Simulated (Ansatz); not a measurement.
³³S NMR of the central transition in FeS2

Cell: an entry of the Crystallography Open Database (COD), its atoms then relaxed with PBE in this cell.

Space group Pnnm (No. 58); a = 4.4400, b = 5.3900, c = 3.3700 Å.

| site | Wyckoff | site symmetry | x | y | z |
| --- | --- | --- | --- | --- | --- |
| Fe | 2a | ..2/m | 0.0000 | 0.0000 | 0.0000 |
| S | 4g | ..m | 0.2058 | 0.3753 | 0.0000 |

One atom of each set is listed.

Level of theory: DFT, PBE, plane waves and PAW, scalar-relativistic, collinear spin, 420 eV cutoff, Γ-centred 10×8×13 k-points, Fermi–Dirac smearing 0.05 eV (Ansatz 0.2.0). Start moments as typed (μB): 3 on each Fe, none on the rest.

³³S has I = 3/2 and Q = -69.40 mb (Pyykkö 2018); at 16.4 T its Larmor frequency is ν₀ = 53.7 MHz. Only the quadrupole interaction is simulated: positions count from each site's isotropic chemical shift, and shift anisotropy, dipolar and J coupling are left out.

**Question.** Simulate the second-order pattern (static powder, Gaussian broadening 70 kHz) of site S (3 Fe at 2.22–2.24 Å, 1 S at 2.27 Å).

**Answer.** The calculation gives C_Q = -22.8 MHz and η = 0.27, so ν_Q = 11.4 MHz and the centre of gravity lies at -4619 ppm (-248 kHz).

(offset (kHz), height): (-1113.9, 0), (-1038.2, 19), (-962.5, 49), (-886.8, 54), (-811.1, 59), (-735.4, 67), (-659.7, 81), (-584.0, 100), (-508.3, 80), (-432.6, 68), (-356.9, 62), (-281.2, 59), (-205.5, 57), (-129.8, 56), (-54.1, 56), (21.6, 49), (97.3, 46), (173.0, 51), (248.7, 60), (324.4, 85), (400.2, 87), (475.9, 54), (551.6, 18), (627.3, 0)

The structure holds S–S bonds (2.27 Å). At S V_zz points along its one bond to S (within 1°).

With ν_Q/ν₀ up to 0.21, terms beyond second order are no longer negligible.

The start moments die out, and the run ends without spin.

The relaxation (4 steps) took 89 s of wall time (5.4 min of CPU time) and 1.5 GiB at its peak, on 4 threads of Intel Xeon Platinum 8259CL CPU @ 2.50GHz (Skylake/Cascade Lake) (x86_64; 32 cores open to the job, memory cap 10.0 GiB, no GPU), a shared host with a load of 0.5 a core.
